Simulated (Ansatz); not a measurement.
# AlNi: the cost of one run

Method: DFT PBE, scalar-relativistic, plane waves, PAW, in Ansatz 0.2.0.

11 further runs of the same task are left out: 1 for a known fault of the program, 10 set aside as unsound or not needed.

**1. The starting structure**

Symmetry: Pm-3m, No. 221, cubic system. Conventional cell: a = 2.893 Å, b = 2.893 Å, c = 2.893 Å, α = 90.00°, β = 90.00°, γ = 90.00°. Al (site symmetry m-3m) is surrounded by 8 Ni at 2.51 Å. Around Ni (site symmetry m-3m) lie 8 Al at 2.51 Å.

As a file:

```xyz
2
Lattice="2.8927 0.0000 0.0000 0.0000 2.8927 0.0000 0.0000 0.0000 2.8927" Properties=species:S:1:pos:R:3 pbc="T T T"
Al    0.0000    0.0000    0.0000
Ni    1.4464    1.4464    1.4464
```

It is the result of an earlier relaxation at this level (volume 12.10 Å³/atom; gap on the mesh: none (metal)).

**2. Plan of the line**

The energy is mapped over a normal mode and a strain (zone-centre modes of the cell shown) (x along [1 0 0], y along [0 1 0], z along [0 0 1] of the conventional cell).

- amplitude of mode 6 (289 cm⁻¹), largest displacement in the unstrained cell: 11 values from −0.10 to 0.10 Å
- equal normal strain along x, y and z: 7 values from −2.50 to 2.50 %

Nothing else is relaxed (the pattern is fixed in fractional coordinates). Energies count from the relaxed high-symmetry cell. Points are written as (first, second).

The modes come from a phonon run on the reference cell, made beforehand.

The patterns, per unit of each coordinate (Å):

| atom | x1 | y1 | z1 |
| --- | --- | --- | --- |
| Al1 | 0.000 | 0.000 | 1.000 |
| Ni2 | 0.000 | 0.000 | -0.460 |

**3. Grid point (−0.10 Å, −0.83 %)**

Input file input.yaml:

```yaml
crystal:
  lattice:
    - [2.8687141731, 0.0, 0.0]
    - [0.0, 2.8687141731, 0.0]
    - [0.0, 0.0, 2.8687141731]
  atoms:
    - { symbol: Al, position: [0.0, 0.0, -0.0345694949] }
    - { symbol: Ni, position: [0.5, 0.5, 0.5158917043] }
basis:
  ecutwfc: 520.0
kpoints:
  mp_grid: { grid: [16, 16, 16] }
hamiltonian:
  xc: pbe
  pseudopotentials: { kind: paw, azcp: { folder: soft_1 } }
scf:
  occupations: { method: gaussian, width: 0.15 }
output:
  forces: true
  stress: true
  eigenvalues: true
```

Launch:

```
$ ansatz run input.yaml --threads 2 --pin off --max-ram 4096MiB --backend cpu --events-out ev --progress --plain --runs-dir out
```

**Question.** How long does this run take on 2 threads of Arm Neoverse N1, shared host, and how much memory does it need?

About 17 s, with a peak of 0.48 GiB.
